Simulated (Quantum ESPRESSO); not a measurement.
# Te2Pt (Moncheite) (P-3m1) in Quantum ESPRESSO: energy-loss spectrum with PBEsol

Aim: the energy-loss spectrum of Te2Pt (Moncheite) with PBEsol.

Program: Quantum ESPRESSO 7.5. These are calculated values, not measurements. Logs are shortened: lines on timing, memory, paths and dates and some standing lists are left out, and cuts for length are marked.

### Step 1. Starting point

It takes space group P-3m1 (No. 164, trigonal). The conventional cell has a = 4.010 Å, b = 4.010 Å, c = 5.201 Å, α = 90.00°, β = 90.00°, γ = 120.00°. Pt (site symmetry -3m) is surrounded by 6 Te at 2.66 Å. Te (site symmetry 3m) is surrounded by 3 Pt at 2.66 Å.

### Step 2. Energy-loss spectrum, PBEsol

pw.in reads:

```
&CONTROL
  calculation = 'scf'
  prefix = 'pwscf'
  outdir = './tmp'
  pseudo_dir = './pseudo'
  tprnfor = .true.
  tstress = .true.
  disk_io = 'low'
/
&SYSTEM
  ibrav = 0
  nat = 3
  ntyp = 2
  ecutwfc = 45
  ecutrho = 360
  nbnd = 21
  occupations = 'smearing'
  smearing = 'mp'
  degauss = 0.01999163
/
&ELECTRONS
  conv_thr = 6d-10
  electron_maxstep = 120
  mixing_beta = 0.5
/
ATOMIC_SPECIES
Pt   195.0840 pt_pbesol_v1.4.uspp.F.UPF
Te   127.6000 te_pbesol_v1.uspp.F.UPF
CELL_PARAMETERS angstrom
   4.0100000000    0.0000000000    0.0000000000
  -2.0050000000    3.4727618692    0.0000000000
   0.0000000000    0.0000000000    5.2010000000
ATOMIC_POSITIONS crystal
Pt     0.0000000000    0.0000000000    0.0000000000
Te     0.6666666667    0.3333333333    0.7500000000
Te     0.3333333333    0.6666666667    0.2500000000
K_POINTS automatic
4 4 3 0 0 0
```

scf2.in reads:

```
&CONTROL
  calculation = 'scf'
  prefix = 'pwscf'
  outdir = './tmp'
  pseudo_dir = './pseudo'
  tprnfor = .true.
  tstress = .true.
  disk_io = 'low'
/
&SYSTEM
  ibrav = 0
  nat = 3
  ntyp = 2
  ecutwfc = 45
  ecutrho = 360
  nbnd = 21
  occupations = 'smearing'
  smearing = 'mp'
  degauss = 0.01999163
/
&ELECTRONS
  conv_thr = 1d-11
  electron_maxstep = 120
  mixing_beta = 0.5
  startingpot = 'file'
  startingwfc = 'file'
/
ATOMIC_SPECIES
Pt   195.0840 pt_pbesol_v1.4.uspp.F.UPF
Te   127.6000 te_pbesol_v1.uspp.F.UPF
CELL_PARAMETERS angstrom
   4.0100000000    0.0000000000    0.0000000000
  -2.0050000000    3.4727618692    0.0000000000
   0.0000000000    0.0000000000    5.2010000000
ATOMIC_POSITIONS crystal
Pt     0.0000000000    0.0000000000    0.0000000000
Te     0.6666666667    0.3333333333    0.7500000000
Te     0.3333333333    0.6666666667    0.2500000000
K_POINTS automatic
4 4 3 0 0 0
```

eels.in reads:

```
&LR_INPUT
  prefix = 'pwscf'
  outdir = './tmp'
  restart_step = 5000
  restart = .false.
/
&LR_CONTROL
  calculator = 'lanczos'
  approximation = 'TDDFT'
  q1 = 0.03191056609
  q2 = 0
  q3 = 0
  itermax = 400
/
```

spectrum.in reads:

```
&LR_INPUT
  prefix = 'pwscf'
  outdir = './tmp'
  eels = .true.
  itermax0 = 400
  itermax = 20000
  extrapolation = 'osc'
  epsil = 0.02
  units = 1
  start = 0
  end = 40
  increment = 0.2
/
```

Potentials or basis: GBRV 1.5 PBEsol.

Run with:

```sh
$ OMP_NUM_THREADS=1 pw.x -in pw.in > pw.out
$ OMP_NUM_THREADS=1 pw.x -in scf2.in > scf2.out
$ OMP_NUM_THREADS=1 turbo_eels.x -in eels.in > eels.out
$ OMP_NUM_THREADS=1 turbo_spectrum.x -in spectrum.in > spectrum.out
```

pw.out:

```text
This program is part of the open-source Quantum ESPRESSO suite
     for quantum simulation of materials; please cite
[... 9 lines left out ...]
     --------------------
     sticks:   dense  smooth     PW     G-vecs:    dense   smooth      PW
     Sum        1417     721    211                56555    19841    3125

     Using Slab Decomposition

     bravais-lattice index     =            0
     lattice parameter (alat)  =       7.5778  a.u.
     unit-cell volume          =     488.7681 (a.u.)^3
     number of atoms/cell      =            3
     number of atomic types    =            2
     number of electrons       =        28.00
     number of Kohn-Sham states=           21
     kinetic-energy cutoff     =      45.0000  Ry
     charge density cutoff     =     360.0000  Ry
     scf convergence threshold =      6.0E-10
     mixing beta               =       0.5000
     number of iterations used =            8  plain     mixing
     Exchange-correlation= SLA  PW   PSX  PSC
                           (   1   4  10   8   0   0   0)

     celldm(1)=   7.577802  celldm(2)=   0.000000  celldm(3)=   0.000000
     celldm(4)=   0.000000  celldm(5)=   0.000000  celldm(6)=   0.000000

     crystal axes: (cart. coord. in units of alat)
               a(1) = (   1.000000   0.000000   0.000000 )
               a(2) = (  -0.500000   0.866025   0.000000 )
               a(3) = (   0.000000   0.000000   1.297007 )

     reciprocal axes: (cart. coord. in units 2 pi/alat)
               b(1) = (  1.000000  0.577350 -0.000000 )
               b(2) = (  0.000000  1.154701  0.000000 )
               b(3) = (  0.000000 -0.000000  0.771006 )

     PseudoPot. # 1 for Pt read from file:
     pt_pbesol_v1.4.uspp.F.UPF
     Pseudo is Ultrasoft + core correction, Zval = 16.0
     Generated by new atomic code, or converted to UPF format
     Using radial grid of  985 points,  6 beta functions with:
                l(1) =   0
                l(2) =   0
                l(3) =   1
                l(4) =   1
                l(5) =   2
                l(6) =   2
     Q(r) pseudized with  8 coefficients,  rinner =    1.300   1.300   1.300
                                                       1.300   1.300

     PseudoPot. # 2 for Te read from file:
     te_pbesol_v1.uspp.F.UPF
     Pseudo is Ultrasoft + core correction, Zval =  6.0
     Generated by new atomic code, or converted to UPF format
     Using radial grid of  891 points,  5 beta functions with:
                l(1) =   0
                l(2) =   0
                l(3) =   1
                l(4) =   1
                l(5) =   2
     Q(r) pseudized with  6 coefficients,  rinner =    1.800   1.800   1.800
                                                       1.800   1.800

     atomic species   valence    mass     pseudopotential
     Pt               16.00   195.08400     Pt( 1.00)
     Te                6.00   127.60000     Te( 1.00)

     12 Sym. Ops., with inversion, found

   Cartesian axes

     site n.     atom                  positions (alat units)
         1        Pt     tau(   1) = (   0.0000000   0.0000000   0.0000000  )
         2        Te     tau(   2) = (   0.5000000   0.2886751   0.9727556  )
         3        Te     tau(   3) = (  -0.0000000   0.5773503   0.3242519  )

     number of k points=     9  Methfessel-Paxton smearing, width (Ry)=  0.0200
                       cart. coord. in units 2pi/alat
        k(    1) = (   0.0000000   0.0000000   0.0000000), wk =   0.0416667
        k(    2) = (   0.0000000   0.0000000   0.2570019), wk =   0.0833333
        k(    3) = (   0.0000000   0.2886751   0.0000000), wk =   0.2500000
        k(    4) = (   0.0000000   0.2886751   0.2570019), wk =   0.2500000
        k(    5) = (   0.0000000  -0.5773503   0.0000000), wk =   0.1250000
        k(    6) = (   0.0000000  -0.5773503   0.2570019), wk =   0.2500000
        k(    7) = (   0.2500000   0.4330127   0.0000000), wk =   0.2500000
        k(    8) = (   0.2500000   0.4330127   0.2570019), wk =   0.5000000
        k(    9) = (   0.0000000   0.2886751  -0.2570019), wk =   0.2500000

     Dense  grid:    56555 G-vectors     FFT dimensions: (  45,  45,  60)

     Smooth grid:    19841 G-vectors     FFT dimensions: (  36,  36,  45)

     Initial potential from superposition of free atoms

     starting charge      27.4996, renormalised to      28.0000

     negative rho (up, down):  1.885E-01 0.000E+00
     Starting wfcs are   20 randomized atomic wfcs +    1 random wfcs

     Self-consistent Calculation

     iteration #  1     ecut=    45.00 Ry     beta= 0.50
     Davidson diagonalization with overlap
     ethr =  1.00E-02,  avg # of iterations =  5.2
     Minimization algorithm failed to find Fermi energy: reverting to bisection
     Possible cause: smearing is larger than the electronic band-gap.

     negative rho (up, down):  1.747E-01 0.000E+00

     total energy              =    -262.56924165 Ry
     estimated scf accuracy    <       1.89783611 Ry
[... 73 lines left out ...]
     iteration # 10     ecut=    45.00 Ry     beta= 0.50
     Davidson diagonalization with overlap
     ethr =  3.33E-10,  avg # of iterations =  1.1

     negative rho (up, down):  1.774E-01 0.000E+00

     End of self-consistent calculation

          k = 0.0000 0.0000 0.0000 (  2463 PWs)   bands (ev):

   -42.4103 -42.4103 -42.3351  -3.1163   0.4362   4.3112   5.1319   5.1319
     7.2299   7.2299   8.5014  10.6270  10.6270  12.3809  12.3809  12.5905
    13.8141  15.5800  17.0662  17.0662  21.3139
[... 15 lines left out ...]
   -42.4129 -42.4109 -42.3347  -2.0499  -0.6006   4.6208   5.4242   5.7676
     6.6828   7.0557   7.7996   9.8548   9.9765  10.7296  11.7254  11.8447
    14.1066  16.2422  17.8689  19.3201  19.7983

          k = 0.0000-0.5774 0.0000 (  2486 PWs)   bands (ev):

   -42.4155 -42.4116 -42.3343  -1.0875  -0.7876   4.2372   5.8397   6.1926
     7.3048   7.5814   7.6066   7.6545   7.7214   8.3070  11.4496  13.8547
    14.8728  16.4292  16.9630  17.0435  21.7310

          k = 0.0000-0.5774 0.2570 (  2498 PWs)   bands (ev):

   -42.4155 -42.4116 -42.3343  -1.0375  -0.6600   3.8490   5.5186   5.6502
     6.6594   7.5607   7.6160   7.8510   8.2808   9.8801  12.2608  12.8522
    14.4314  15.3713  18.9288  19.5381  19.9786

          k = 0.2500 0.4330 0.0000 (  2494 PWs)   bands (ev):
[... 7 lines left out ...]
   -42.4145 -42.4125 -42.3343  -1.1066  -0.6147   4.6127   4.8974   5.7449
     6.5280   6.8941   7.6049   8.0380   8.7395   9.1251  12.0775  13.4203
    16.0948  17.1713  17.6740  18.6440  19.0435

          k = 0.0000 0.2887-0.2570 (  2486 PWs)   bands (ev):

   -42.4129 -42.4109 -42.3347  -1.9990  -0.7143   4.7756   5.5466   5.9899
     6.8176   6.9192   8.0144   9.1188   9.3808   9.4740  12.8429  12.8530
    15.4181  16.2407  17.7429  18.0773  18.8653

     the Fermi energy is    11.2357 ev

!    total energy              =    -263.50454507 Ry
     estimated scf accuracy    <          2.1E-10 Ry
     smearing contrib. (-TS)   =       0.00007465 Ry
     internal energy E=F+TS    =    -263.50461972 Ry

     The total energy is F=E-TS. E is the sum of the following terms:
     one-electron contribution =     -96.51208792 Ry
     hartree contribution      =      63.32187536 Ry
     xc contribution           =     -85.54909091 Ry
     ewald contribution        =    -144.76531625 Ry

     convergence has been achieved in  10 iterations

     negative rho (up, down):  1.774E-01 0.000E+00

     Forces acting on atoms (cartesian axes, Ry/au):

     atom    1 type  1   force =     0.00000000   -0.00000000    0.00000000
     atom    2 type  2   force =    -0.00000000   -0.00000000   -0.02916538
     atom    3 type  2   force =     0.00000000    0.00000000    0.02916538

     Total force =     0.041246     Total SCF correction =     0.000005

     Computing stress (Cartesian axis) and pressure

     negative rho (up, down):  1.774E-01 0.000E+00
          total   stress  (Ry/bohr**3)                   (kbar)     P=       51.27
   0.00041164  -0.00000000   0.00000000           60.55       -0.00        0.00
   0.00000000   0.00041164   0.00000000            0.00       60.55        0.00
   0.00000000   0.00000000   0.00022228            0.00        0.00       32.70

=------------------------------------------------------------------------------=
   JOB DONE.
=------------------------------------------------------------------------------=
```

scf2.out:

```text
This program is part of the open-source Quantum ESPRESSO suite
     for quantum simulation of materials; please cite
[... 9 lines left out ...]
     --------------------
     sticks:   dense  smooth     PW     G-vecs:    dense   smooth      PW
     Sum        1417     721    211                56555    19841    3125
[... 209 lines left out ...]
   0.00041158  -0.00000000   0.00000000           60.55       -0.00        0.00
  -0.00000000   0.00041158   0.00000000           -0.00       60.55        0.00
  -0.00000000  -0.00000000   0.00022217           -0.00       -0.00       32.68

=------------------------------------------------------------------------------=
   JOB DONE.
=------------------------------------------------------------------------------=
```

Run time: 6.8 min. Hardware: 1 thread of Intel Xeon Platinum 8488C (Sapphire Rapids), shared host; peak memory 0.31 GiB.

Results:

```
Free energy                      : -3585.1620 eV
Pressure                         : 5.1 GPa
Largest force                    : 0.750 eV/Å
Band gap on the k mesh           : none (metal or under the smearing width)
Peak of the energy-loss function : 19.2 eV
```

Forces in eV/Å, atoms in the order of the input:
```
Pt   0.000  0.000  0.000
Te   0.000  0.000 -0.750
Te   0.000  0.000  0.750
```

Energy-loss function at q = [0.05, 0.0, 0.0] (Å⁻¹, cartesian):
```json
{"energy (eV)": "0.0", "loss": "0.000"}
{"energy (eV)": "1.8", "loss": "0.010"}
{"energy (eV)": "3.4", "loss": "0.081"}
{"energy (eV)": "5.2", "loss": "0.127"}
{"energy (eV)": "7.0", "loss": "0.225"}
{"energy (eV)": "8.6", "loss": "0.317"}
{"energy (eV)": "10.4", "loss": "0.312"}
{"energy (eV)": "12.2", "loss": "0.416"}
{"energy (eV)": "13.8", "loss": "0.675"}
{"energy (eV)": "15.6", "loss": "0.869"}
{"energy (eV)": "17.4", "loss": "1.354"}
{"energy (eV)": "19.0", "loss": "2.170"}
{"energy (eV)": "20.8", "loss": "1.754"}
{"energy (eV)": "22.4", "loss": "1.554"}
{"energy (eV)": "24.2", "loss": "1.321"}
{"energy (eV)": "26.0", "loss": "0.873"}
{"energy (eV)": "27.6", "loss": "0.640"}
{"energy (eV)": "29.4", "loss": "0.452"}
{"energy (eV)": "31.2", "loss": "0.342"}
{"energy (eV)": "32.8", "loss": "0.304"}
{"energy (eV)": "34.6", "loss": "0.272"}
{"energy (eV)": "36.4", "loss": "0.237"}
{"energy (eV)": "38.0", "loss": "0.205"}
{"energy (eV)": "39.8", "loss": "0.159"}
```

Caveat: the k mesh is coarse (spacing up to 0.45 Å⁻¹), so the values aren't converged; the wave vector is under the mesh spacing, so the intraband response is poorly sampled; the Lanczos chain is short for so many electrons, so humps in the spectrum may be artefacts.
